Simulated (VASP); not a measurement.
A run of VASP 6.6.1 is set up as follows.

Contents of INCAR:

```
PREC     = Accurate       # precision mode
ENCUT    = 520            # plane-wave cutoff, eV
EDIFF    = 1E-6           # SCF threshold, eV
ISMEAR   = 0              # smearing method
SIGMA    = 0.1            # smearing width, eV
LREAL    = F              # projectors in reciprocal space
LASPH    = T              # aspherical terms in the spheres
NELM     = 100            # most SCF steps
ALGO     = Fast           # electronic algorithm
ISIF     = 2              # what is computed and relaxed
LWAVE    = F              # write WAVECAR
LCHARG   = T              # write CHGCAR
GGA      = PE             # functional
LELF     = T              # ELF
LVHAR    = T            
NBANDS   = 18             # bands
```

The input KPOINTS:

```
regular mesh
0
Gamma
  14 14 14
```

The input POSCAR:

```
Al3Au
1.0
   -2.0566851548      2.0566851548      4.2410941680
    2.0566851548     -2.0566851548      4.2410941680
    2.0566851548      2.0566851548     -4.2410941680
Al Au
3 1
Direct
    0.7500000000      0.2500000000      0.5000000000
    0.2500000000      0.7500000000      0.5000000000
    0.5000000000      0.5000000000      0.0000000000
    0.0000000000      0.0000000000      0.0000000000
```

Potentials or basis: VASP PAW PBE potentials, release 64 (Al, Au).

Run with:

```console
$ cat potpaw_PBE.64/Al/POTCAR potpaw_PBE.64/Au/POTCAR > POTCAR
$ mpirun -np 1 vasp_std > vasp.out
```

Task: Estimate the pressure.

Result: -5.7 GPa.

Task: What does it give for the band gap on the k mesh?

Result: None (metal or under the smearing width).

Stress tensor (GPa, compression positive):
```
-5.00  0.00  0.00
 0.00 -5.00  0.00
 0.00  0.00 -7.13
```

The run has no spin-orbit coupling, so splittings on Au are missing.
